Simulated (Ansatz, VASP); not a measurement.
**One calculation of Ti, two programs**

```
CELL_PARAMETERS angstrom
-1.64100 1.64100 1.64100
1.64100 -1.64100 1.64100
1.64100 1.64100 -1.64100
ATOMIC_POSITIONS crystal
Ti 0.00000 0.00000 0.00000
```

Alike in both runs: task single point; functional PBEsol; k mesh 14 × 14 × 14; occupations fermi-dirac, width 0.05 eV; no spin polarisation.

|  | VASP | Ansatz |
| --- | --- | --- |
| version | VASP 6.6.1 | Ansatz 0.2.0 |
| potentials or method | VASP PAW PBE potentials, release 64 (Ti_sv), cutoff 520 eV | all-electron LAPW, scalar-relativistic |

VASP gave:

- pressure (GPa): -6.9

Task: What did Ansatz give for the same quantities?

Result: Pressure (GPa): -6.7.

Ansatz ran all-electron here, so the differences hold the error of VASP's frozen core and of both bases.

Caveats: the PAW data sets were made with another functional, which shifts forces and pressure a little (VASP).
